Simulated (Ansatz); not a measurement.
Bi (fcc type) under strong compression

```
CELL_PARAMETERS angstrom
0.00000 2.51617 2.51617
2.51617 0.00000 2.51617
2.51617 2.51617 0.00000
ATOMIC_POSITIONS crystal
Bi 0.00000 0.00000 0.00000
```

The cell comes from a relaxation on PAW files under the same functional, begun from a prototype that needn't be the stable phase.

Its volume is scaled at fixed shape and fractional positions.

All numbers are PBE results (scalar-relativistic) from Ansatz 0.2.0, with a Γ-centred 14×14×14 k mesh, Fermi–Dirac smearing of 0.05 eV, no spin polarisation. Methods: LAPW: all electrons, basis error target 1 meV/atom; PAW: frozen-core files, cutoff 420 eV; crystal datasets: all electrons, by PAW datasets that the program makes for each cell; norm-conserving: pseudopotentials, cutoff 898 eV; PAW (cutoff 300 eV): frozen-core files, cutoff 300 eV.

Energies are extrapolated to zero smearing and count from the unscaled cell; pressure is positive in compression; gaps take the mesh and a band path. No temperature or zero-point motion is included.

Spin–orbit coupling is left out, which matters for the heavy atoms. The structure type is held throughout; the real material can change phase at far lower pressure.

```csv
V/V0,V (Å³/atom),P LAPW (GPa),ΔE LAPW (eV/atom),P PAW − LAPW (GPa),ΔE PAW − LAPW (meV/atom)
1.00,31.86,0.05,0.000,-0.02,0.0
0.90,28.67,?,?,?,?
0.80,25.49,18.76,0.308,-0.03,-0.9
0.70,22.30,41.1,0.878,-0.05,-1.7
0.60,19.12,85.3,2.081,-0.05,-2.6
0.50,15.93,178.3,4.584,0.04,-3.0
0.40,12.74,400.2,9.995,0.44,1.1
```

(1) Fit the Vinet equation to the LAPW pressures shown (residuals weighted by 1/(|P| + 0.03·Pmax)), and predict the pressure of the withheld row.

(2) From the table, what is the rise of the enthalpy H = E + pV up to the last row, and how stiff is the crystal between the last two rows?

(3) At the smallest volume, how far do crystal datasets and norm-conserving and PAW (cutoff 300 eV) lie from LAPW in pressure?

(4) How do the Löwdin populations by LAPW change from the unscaled cell to the last row?

## Answers

(1) The fit gives V0 = 31.94 Å³/atom, B0 = 44 GPa and B0′ = 5.59. At 28.67 Å³/atom, x = (V/V0)^(1/3) = 0.9647, and P = 3·B0·(1 − x)/x²·exp[1.5·(B0′ − 1)·(1 − x)] = 6.38 GPa. The run itself gave 6.90 GPa (-7.5 % off) and ΔE = 0.063 eV/atom.

(2) ΔH = 9.995 eV + (400.2 GPa × 12.74 Å³ − 0.05 GPa × 31.86 Å³) × 0.006242 eV/(GPa·Å³) = 41.82 eV/atom, of which pV makes 76 %. The mean bulk modulus there is −ΔP/Δln V = 995 GPa.

(3) crystal datasets: 0.00 GPa; norm-conserving: +1.90 GPa; PAW (cutoff 300 eV): +0.92 GPa, on a LAPW pressure of 400.2 GPa.

(4) Bi 6s 1.95 → 1.71, Bi 6p 3.01 → 3.23 electrons an atom. These are projections on the shells that the free atoms fill; 0.04 e a cell lies outside them at the start and 0.13 e at the end.
